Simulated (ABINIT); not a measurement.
# GaAs (F-43m) in ABINIT: settings compared

Aim: see how the results for GaAs move with the level of theory and the settings. Levels: PBE, PBEsol, LDA. Tasks: single point.

Program: ABINIT 10.8.3 (patched build). These are calculated values, not measurements. Logs are shortened: lines on timing, memory, paths and dates and some standing lists are left out, and cuts for length are marked. The log counts tension as positive stress, the text compression.

**What was measured.**

From “Evidence of valence band perturbations in GaAsN/GaAs(001): A combined variable-angle spectroscopic ellipsometry and modulated photoreflectance investigation”, 2008, arxiv:0805.2212, for a bulk crystal of GaAs at 300 K: band gap 1.418 ± 0.005 eV (direct); band gap 1.412 ± 0.01 eV (direct).

The runs below are set against these values where they give the same quantity.

## 1. Starting point

It takes space group F-43m (No. 216, cubic). The conventional cell has a = 5.654 Å, b = 5.654 Å, c = 5.654 Å, α = 90.00°, β = 90.00°, γ = 90.00°. As (site symmetry -43m) has 4 Ga at 2.45 Å as nearest neighbours. Ga (site symmetry -43m) has 4 As at 2.45 Å as nearest neighbours.

## 2. Single point, PBE (cell relaxed)

Input file run.abi:

```
# Pseudopotentials
pp_dirpath "./"
pseudos "As.GGA_PBE-JTH.xml, Ga.GGA_PBE-JTH.xml"

# Structure
acell 3*1.0
rprim
     0.0000000000     5.4311070295     5.4311070295
     5.4311070295     0.0000000000     5.4311070295
     5.4311070295     5.4311070295     0.0000000000
ntypat 2
znucl 33 31
natom 2
typat 1 2
xcart
     4.3110271050     4.3110271050     4.3110271050
     0.0000000000     0.0000000000     0.0000000000 Angstrom
chkprim 0
chksymtnons 0
tolsym 1.0e-6

# Plane-wave basis
ecut 17.0
pawecutdg 34.0

# k points
kptopt 1
ngkpt 6 6 6
nshiftk 1
shiftk 0.0 0.0 0.0

# Exchange and correlation
ixc 11

# Bands and occupations
nband 18
occopt 3
tsmear 0.05 eV

# SCF cycle
nstep 100
tolvrs 1.0e-9

# Output
iomode 3
prtwf 0
prtden 0
prteig 0
prtebands 0
enunit 1
```

Potentials or basis: JTH PAW PBE v2.0.

Command:

```console
> abinit run.abi > log 2>&1
```

run.abo:

```text
.Version 10.8.3 of ABINIT
 Symmetries : space group F-4 3 m (#216); Bravais cF (face-center cubic)
================================================================================
 Values of the parameters that define the memory need of the present run
     intxc =       0    ionmov =       0      iscf =      17    lmnmax =      18
     lnmax =       6     mgfft =      30  mpssoang =       3    mqgrid =    3001
     natom =       2  nloc_mem =       2    nspden =       1   nspinor =       1
    nsppol =       1      nsym =      24    n1xccc =       1    ntypat =       2
    occopt =       3   xclevel =       2
       mpw =        1080          nfft =       27000          nkpt =          16
 PAW method is used; the additional fine FFT grid is defined by:
   mgfftf=        45    nfftf =     91125
================================================================================
================================================================================

--------------------------------------------------------------------------------
------------- Echo of variables that govern the present computation ------------
--------------------------------------------------------------------------------
 -outvars: echo values of preprocessed input variables --------
            acell      1.0000000000E+00  1.0000000000E+00  1.0000000000E+00 Bohr
              amu      7.49215900E+01  6.97230000E+01
          chkprim           0
      chksymtnons           0
             ecut      1.70000000E+01 Hartree
           enunit           1
              ixc          11
         kptrlatt        6    0    0      0    6    0      0    0    6
          kptrlen      4.60844713E+01
            natom           2
            nband          18
            ngfft          30      30      30
          ngfftdg          45      45      45
             nkpt          16
            nstep         100
             nsym          24
           ntypat           2
           occopt           3
        pawecutdg      3.40000000E+01 Hartree
         pawxcdev           0
           prtden           0
        prtebands           0
           prteig           0
            prtwf           0
            rprim      0.0000000000E+00  5.4311070295E+00  5.4311070295E+00
                       5.4311070295E+00  0.0000000000E+00  5.4311070295E+00
                       5.4311070295E+00  5.4311070295E+00  0.0000000000E+00
          spgroup         216
           tolsym      1.00000000E-06
           tolvrs      1.00000000E-09
           tsmear      1.83746611E-03 Hartree
            typat      1  2
           useylm           1
           xangst      4.3110271050E+00  4.3110271050E+00  4.3110271050E+00
                       2.9449198193E-09  2.9449198193E-09  2.9449198193E-09
            xcart      8.1466605498E+00  8.1466605498E+00  8.1466605498E+00
                       5.5650919211E-09  5.5650919211E-09  5.5650919211E-09
             xred      7.5000000051E-01  7.5000000051E-01  7.5000000051E-01
                       5.1233495224E-10  5.1233495224E-10  5.1233495224E-10
            znucl       33.00000   31.00000

================================================================================

 chkinp: Checking input parameters for consistency.

================================================================================
== DATASET  1 ==================================================================

--- !DatasetInfo
iteration_state: {dtset: 1, }
dimensions: {natom: 2, nkpt: 16, mband: 18, nsppol: 1, nspinor: 1, nspden: 1, mpw: 1080, }
cutoff_energies: {ecut:  17.0, pawecutdg:  34.0, }
electrons: {nelect:   2.80000000E+01, charge:   0.00000000E+00, occopt:   3.00000000E+00, tsmear:   1.83746611E-03, }
meta: {optdriver: 0, ionmov: 0, optcell: 0, iscf: 17, paral_kgb: 0, }
...

 Exchange-correlation functional for the present dataset will be:
  GGA: Perdew-Burke-Ernzerhof functional - ixc=11
  J.P.Perdew, K.Burke, M.Ernzerhof, PRL 77, 3865 (1996)

 Real(R)+Recip(G) space primitive vectors, cartesian coordinates (Bohr,Bohr^-1):
 R(1)=  0.0000000  5.4311070  5.4311070  G(1)= -0.0920623  0.0920623  0.0920623
 R(2)=  5.4311070  0.0000000  5.4311070  G(2)=  0.0920623 -0.0920623  0.0920623
 R(3)=  5.4311070  5.4311070  0.0000000  G(3)=  0.0920623  0.0920623 -0.0920623
 Unit cell volume ucvol=  3.2040190E+02 bohr^3
 Angles (23,13,12)=  6.00000000E+01  6.00000000E+01  6.00000000E+01 degrees

 Coarse grid specifications (used for wave-functions):

 getcut: wavevector=  0.0000  0.0000  0.0000  ngfft=  30  30  30
         ecut(hartree)=     17.000   => boxcut(ratio)=   2.10674

 Fine grid specifications (used for densities):

 getcut: wavevector=  0.0000  0.0000  0.0000  ngfft=  45  45  45
         ecut(hartree)=     34.000   => boxcut(ratio)=   2.18245

--- Pseudopotential description ------------------------------------------------
- pspini: atom type   1  psp file is ./As.GGA_PBE-JTH.xml
 Pseudopotential format is: paw10
 basis_size (lnmax)=  6 (lmn_size= 18), orbitals=   0   0   1   1   2   2
 Spheres core radius: rc_sph= 2.10391912
 Shapefunction is BESSEL type: shapef(r,l)=aa(1,l)*jl(q(1,l)*r)+aa(2,l)*jl(q(2,l)*r)
 Radius for shape functions =  1.70360438
 Compensation charge density is not taken into account in XC energy/potential

- pspini: atom type   2  psp file is ./Ga.GGA_PBE-JTH.xml
 Pseudopotential format is: paw10
 basis_size (lnmax)=  6 (lmn_size= 18), orbitals=   0   0   1   1   2   2
 Spheres core radius: rc_sph= 2.10359248
 Shapefunction is BESSEL type: shapef(r,l)=aa(1,l)*jl(q(1,l)*r)+aa(2,l)*jl(q(2,l)*r)
 Radius for shape functions =  1.80829011
 Compensation charge density is not taken into account in XC energy/potential

   1.31748582E+03                                ecore*ucvol(ha*bohr**3)
--------------------------------------------------------------------------------

================================================================================

--- !BeginCycle
iteration_state: {dtset: 1, }
solver: {iscf: 17, nstep: 100, nline: 4, wfoptalg: 10, }
tolerances: {tolvrs: 1.00E-09, }
...

     iter   Etot(hartree)      deltaE(h)  residm     nres2
 ETOT  1  -192.48118189269    -1.925E+02 7.027E-01 2.180E+00
 ETOT  2  -192.97268369898    -4.915E-01 1.356E-02 3.772E-01
 ETOT  3  -192.97172336980     9.603E-04 6.131E-04 7.357E-02
 ETOT  4  -192.97163296446     9.041E-05 1.378E-04 9.613E-03
 ETOT  5  -192.97170700446    -7.404E-05 1.166E-04 1.682E-03
 ETOT  6  -192.97173261093    -2.561E-05 2.777E-05 2.142E-04
 ETOT  7  -192.97173635073    -3.740E-06 2.092E-05 2.363E-05
 ETOT  8  -192.97173702971    -6.790E-07 4.938E-06 4.890E-07
 ETOT  9  -192.97173704686    -1.715E-08 2.886E-06 8.100E-08
 ETOT 10  -192.97173704689    -3.297E-11 7.011E-07 6.011E-09
 ETOT 11  -192.97173704706    -1.687E-10 3.834E-07 1.471E-09
 ETOT 12  -192.97173704709    -2.831E-11 9.502E-08 1.327E-10

 At SCF step   12       nres2   =  1.33E-10 < tolvrs=  1.00E-09 =>converged.

 Cartesian components of stress tensor (hartree/bohr^3)
  sigma(1 1)=  3.96277292E-06  sigma(3 2)=  0.00000000E+00
  sigma(2 2)=  3.96277292E-06  sigma(3 1)=  0.00000000E+00
  sigma(3 3)=  3.96277292E-06  sigma(2 1)=  0.00000000E+00

--- !ResultsGS
iteration_state: {dtset: 1, }
comment   : Summary of ground state results
lattice_vectors:
- [  0.0000000,   5.4311070,   5.4311070, ]
- [  5.4311070,   0.0000000,   5.4311070, ]
- [  5.4311070,   5.4311070,   0.0000000, ]
lattice_lengths: [   7.68075,    7.68075,    7.68075, ]
lattice_angles: [ 60.000,  60.000,  60.000, ] # degrees, (23, 13, 12)
lattice_volume:   3.2040190E+02
convergence: {deltae: -2.831E-11, res2:  1.327E-10, residm:  9.502E-08, diffor: null, }
etotal    :  -1.92971737E+02
entropy   :   0.00000000E+00
fermie    :   1.48552716E-01
cartesian_stress_tensor: # hartree/bohr^3
- [  3.96277292E-06,   0.00000000E+00,   0.00000000E+00, ]
- [  0.00000000E+00,   3.96277292E-06,   0.00000000E+00, ]
- [  0.00000000E+00,   0.00000000E+00,   3.96277292E-06, ]
pressure_GPa:  -1.1659E-01
xred      :
- [  7.5000E-01,   7.5000E-01,   7.5000E-01, As]
- [  5.1233E-10,   5.1233E-10,   5.1233E-10, Ga]
cartesian_forces: # hartree/bohr
- [ -0.00000000E+00,  -0.00000000E+00,  -0.00000000E+00, ]
- [ -0.00000000E+00,  -0.00000000E+00,  -0.00000000E+00, ]
force_length_stats: {min:   0.00000000E+00, max:   0.00000000E+00, mean:   0.00000000E+00, }
...

 Integrated electronic density in atomic spheres:
 ------------------------------------------------
 Atom  Sphere_radius  Integrated_density
    1        2.10392         12.68961967
    2        2.10359         11.01815500

================================================================================

 ----iterations are completed or convergence reached----

 Mean square residual over all n,k,spin=   34.301E-11; max=  95.015E-09
 reduced coordinates (array xred) for    2 atoms
       0.750000000512      0.750000000512      0.750000000512
       0.000000000512      0.000000000512      0.000000000512
 rms dE/dt=  0.0000E+00; max dE/dt=  0.0000E+00; dE/dt below (all hartree)
    1       0.000000000000      0.000000000000      0.000000000000
    2       0.000000000000      0.000000000000      0.000000000000

 cartesian coordinates (angstrom) at end:
    1      4.31102710500000     4.31102710500000     4.31102710500000
    2      0.00000000294492     0.00000000294492     0.00000000294492

 cartesian forces (hartree/bohr) at end:
    1     -0.00000000000000    -0.00000000000000    -0.00000000000000
    2     -0.00000000000000    -0.00000000000000    -0.00000000000000
 frms,max,avg= 0.0000000E+00 0.0000000E+00   0.000E+00  0.000E+00  0.000E+00 h/b

 cartesian forces (eV/Angstrom) at end:
    1     -0.00000000000000    -0.00000000000000    -0.00000000000000
    2     -0.00000000000000    -0.00000000000000    -0.00000000000000
 frms,max,avg= 0.0000000E+00 0.0000000E+00   0.000E+00  0.000E+00  0.000E+00 e/A
 length scales=  1.000000000000  1.000000000000  1.000000000000 bohr
              =  0.529177210544  0.529177210544  0.529177210544 angstroms
 Fermi (or HOMO) energy (eV) =   4.04233   Average Vxc (eV)=  -8.84721
 Eigenvalues (   eV  ) for nkpt=  16  k points:
 kpt#   1, nband= 18, wtk=  0.00463, kpt=  0.0000  0.0000  0.0000 (reduced coord)
 -31.14472  -31.14472  -31.14472  -31.13835  -31.13835  -10.78302  -10.78302  -10.78302
 -10.71748  -10.71748   -8.44626    3.93671    3.93671    3.93671    4.07877    7.65330
   7.65330    7.65330
 prteigrs : prtvol=0 or 1, do not print more k-points.

--- !EnergyTerms
iteration_state     : {dtset: 1, }
comment             : Components of total free energy in Hartree
kinetic             :  8.82060045764717E+00
hartree             :  6.27915271003488E+01
xc                  : -3.73705019368420E+00
Ewald energy        : -9.75487443904632E+01
psp_core            :  4.11197881928957E+00
local_psp           : -1.65490481738222E+02
PAW spherical_terms : -1.91954102027879E+00
internal            : -1.92971710965362E+02
'-kT*entropy'       : -2.85024772206569E-05
total_energy        : -1.92971739467839E+02
total_energy_eV     : -5.25102853721820E+03
...

--- !EnergyTermsDC
iteration_state     : {dtset: 1, }
comment             : '"Double-counting" decomposition of free energy'
band_energy         : -1.57458998953259E+01
Ewald energy        : -9.75487443904632E+01
psp_core            :  4.11197881928957E+00
xc_dc               : -6.17458184614991E+01
PAW spherical_terms : -2.20432246166094E+01
internal            : -1.92971708544608E+02
'-kT*entropy'       : -2.85024772206569E-05
total_energy_dc     : -1.92971737047085E+02
total_energy_dc_eV  : -5.25102847134612E+03
...

--- !EnergyTermsWithPAWCore
iteration_state     : {dtset: 1, }
comment             : 'Components of total free energy, including PAW core contributions'
Total energy        : -4.20504621705704E+03
Total energy DC     : -4.20504621463628E+03
Total energy (eV)   : -1.14425136794540E+05
Total energy DC (eV): -1.14425136728668E+05
...

 Cartesian components of stress tensor (hartree/bohr^3)
  sigma(1 1)=  3.96277292E-06  sigma(3 2)=  0.00000000E+00
  sigma(2 2)=  3.96277292E-06  sigma(3 1)=  0.00000000E+00
  sigma(3 3)=  3.96277292E-06  sigma(2 1)=  0.00000000E+00

-Cartesian components of stress tensor (GPa)         [Pressure= -1.1659E-01 GPa]
- sigma(1 1)=  1.16588804E-01  sigma(3 2)=  0.00000000E+00
- sigma(2 2)=  1.16588804E-01  sigma(3 1)=  0.00000000E+00
- sigma(3 3)=  1.16588804E-01  sigma(2 1)=  0.00000000E+00

== END DATASET(S) ==============================================================
================================================================================

 -outvars: echo values of variables after computation  --------
            acell      1.0000000000E+00  1.0000000000E+00  1.0000000000E+00 Bohr
           etotal     -1.9297173705E+02
            fcart     -0.0000000000E+00 -0.0000000000E+00 -0.0000000000E+00
                      -0.0000000000E+00 -0.0000000000E+00 -0.0000000000E+00
            rprim      0.0000000000E+00  5.4311070295E+00  5.4311070295E+00
                       5.4311070295E+00  0.0000000000E+00  5.4311070295E+00
                       5.4311070295E+00  5.4311070295E+00  0.0000000000E+00
           strten      3.9627729152E-06  3.9627729152E-06  3.9627729152E-06
                       0.0000000000E+00  0.0000000000E+00  0.0000000000E+00
           xangst      4.3110271050E+00  4.3110271050E+00  4.3110271050E+00
                       2.9449198193E-09  2.9449198193E-09  2.9449198193E-09
             xred      7.5000000051E-01  7.5000000051E-01  7.5000000051E-01
                       5.1233495224E-10  5.1233495224E-10  5.1233495224E-10
 Calculation completed.
```

Wall time 24 s (1 thread of Arm Neoverse N1, shared host); peak memory 0.1 GiB.

Results:

| Property | Result |
| --- | --- |
| Free energy | -5251.0285 eV |
| Pressure | -0.1 GPa |
| Band gap on the k mesh | 0.14 eV, direct |
| Valence electrons inside the program's atomic spheres | As 12.69; Ga 11.02 |

## 3. Single point, PBE, spin-orbit coupling, no magnetisation

Input file run.abi:

```
pp_dirpath "./"
pseudos "As.GGA_PBE-JTH.xml, Ga.GGA_PBE-JTH.xml"

acell 3*1.0 Angstrom
rprim
     0.0000000000     2.8268500000     2.8268500000
     2.8268500000     0.0000000000     2.8268500000
     2.8268500000     2.8268500000     0.0000000000
ntypat 2
znucl 33 31
natom 2
typat 1 2
xred
     0.7500000000     0.7500000000     0.7500000000
     0.0000000000     0.0000000000     0.0000000000

ecut 13.0
pawecutdg 26.0

kptopt 4
ngkpt 6 6 6
nshiftk 1
shiftk 0.0 0.0 0.0

ixc 11

nband 36
occopt 3
tsmear 0.05 eV

nspinor 2
nspden 1
pawspnorb 1

nstep 100
tolvrs 1.0e-9

iomode 3
prtwf 0
prteig 0
prtebands 0
prtvol 2
prtden 1
prtvha 1
prtvclmb 1
prtpot 1
```

Potentials or basis: JTH PAW PBE v2.0.

Command:

```console
> abinit run.abi > log 2>&1
```

Wall time 90 s (1 thread of Arm Neoverse N1, shared host); peak memory 0.11 GiB.

It converged, with:

| Property | Result |
| --- | --- |
| Free energy | -5251.0180 eV |
| Pressure | 3.1 GPa |
| Band gap on the k mesh | 0.40 eV, direct |
| Valence electrons inside the program's atomic spheres | As 12.72; Ga 11.07 |

Levels at points of the mesh, in eV from the valence-band top:
```tsv
k point	band 25	band 26	band 27	band 28	band 29	band 30	band 31	band 32
(0.00, 0.00, 0.00)	0.00	0.00	0.00	0.00	0.40	0.40	3.50	3.50
(0.50, 0.00, 0.00)	-1.35	-1.35	-1.15	-1.15	0.89	0.89	4.49	4.49
(0.50, 0.50, 0.00)	-2.83	-2.83	-2.75	-2.75	1.36	1.36	1.55	1.55
```

## 4. Single point, PBEsol

Input file run.abi:

```
# Pseudopotentials
pp_dirpath "./"
pseudos "As.upf, Ga.upf"

# Structure
acell 7.55468967 7.55468967 7.55468967
rprim
     0.0000000000     0.7071067812     0.7071067812
     0.7071067812     0.0000000000     0.7071067812
     0.7071067812     0.7071067812     0.0000000000
ntypat 2
znucl 33 31
natom 2
typat 1 2
xcart
     8.0129584431     8.0129584431     8.0129584431
     0.0000000000     0.0000000000     0.0000000000

# Plane-wave basis
ecut 38.0

# k points
kptopt 1
ngkpt 6 6 6
nshiftk 1
shiftk 0.0 0.0 0.0

# Exchange and correlation
ixc -116133

# Bands and occupations
nband 18
occopt 3
tsmear 0.05 eV

# SCF cycle
nstep 100
tolvrs 1.0e-10

# Output
iomode 3
prtwf 0
prteig 0
prtebands 0
enunit 2
prtden 1
prtvha 1
prtvclmb 1
prtpot 1
prtelf 1
```

Potentials or basis: PseudoDojo NC SR PBEsol v0.4.1 standard.

Command:

```console
> abinit run.abi > log 2>&1
```

Run time: 2 min. Hardware: 1 thread of Intel Xeon at 2.50GHz (Skylake/Cascade Lake), shared host; peak memory 0.09 GiB.

The run converged. Its results:

```
Free energy                                           : -4960.8022 eV
Pressure                                              : -0.8 GPa
Band gap on the k mesh                                : 0.44 eV, direct
Valence electrons inside the program's atomic spheres : As 12.37; Ga 10.82
```

Levels at points of the mesh, in eV from the valence-band top:
```
           k point  band 10  band 11  band 12  band 13  band 14  band 15  band 16  band 17  band 18
(0.00, 0.00, 0.00)   -14.74   -12.75     0.00     0.00     0.00     0.44     3.70     3.70     3.70
(0.50, 0.00, 0.00)   -14.73   -10.98    -6.67    -1.15    -1.15     0.93     4.59     4.59     7.59
(0.50, 0.50, 0.00)   -14.72   -10.24    -6.84    -2.69    -2.69     1.35     1.58    10.13    10.13
```

## 5. Single point, LDA

Input file run.abi:

```
# Pseudopotentials
pp_dirpath "./"
pseudos "As.LDA_PW-JTH_sp.xml, Ga.LDA_PW-JTH.xml"

# Structure
acell 7.55468967 7.55468967 7.55468967
rprim
     0.0000000000     0.7071067812     0.7071067812
     0.7071067812     0.0000000000     0.7071067812
     0.7071067812     0.7071067812     0.0000000000
ntypat 2
znucl 33 31
natom 2
typat 1 2
xred
     0.7500000000     0.7500000000     0.7500000000
     0.0000000000     0.0000000000     0.0000000000

# Plane-wave basis
ecut 326.536635 eV
pawecutdg 24.0

# k points
kptopt 1
ngkpt 6 6 6
nshiftk 1
shiftk 0.0 0.0 0.0

# Exchange and correlation
ixc 7

# Bands and occupations
nband 13
occopt 3
tsmear 0.05 eV

# SCF cycle
nstep 100
tolvrs 1.0e-9

# Output
iomode 3
prtwf 0
prteig 0
prtebands 0
enunit 2
prtvol 2
prtden 1
prtvha 1
prtvclmb 1
prtpot 1
```

Potentials or basis: JTH PAW LDA v2.0 sp.

Command:

```console
> abinit run.abi > log 2>&1
```

Wall time 4.2 s (1 thread of Arm Neoverse V1, shared host); peak memory 0.07 GiB.

The run converged. Its results:

```yaml
Free_energy: -2335.6566 eV
Band_gap_on_the_k_mesh: 0.29 eV, direct
Valence_electrons_inside_the_program's_atomic_spheres: As 2.76; Ga 11.09
```

Levels at points of the mesh, in eV from the valence-band top:
```tsv
k point	band 7	band 8	band 9	band 10	band 11	band 12
(0.00, 0.00, 0.00)	0.00	0.00	0.00	0.29	3.70	3.70
(0.50, 0.00, 0.00)	-6.70	-1.14	-1.14	0.84	4.61	4.61
(0.50, 0.50, 0.00)	-6.89	-2.68	-2.68	1.34	1.55	10.09
```

Caveat: the cutoff is too short for stress, so the log's stress isn't used; this set keeps more shells in the core, which shifts pressures and gaps. A hybrid or GW would open this gap; LDA tends to underestimate it.

(Part 1 of 2 ends here.)
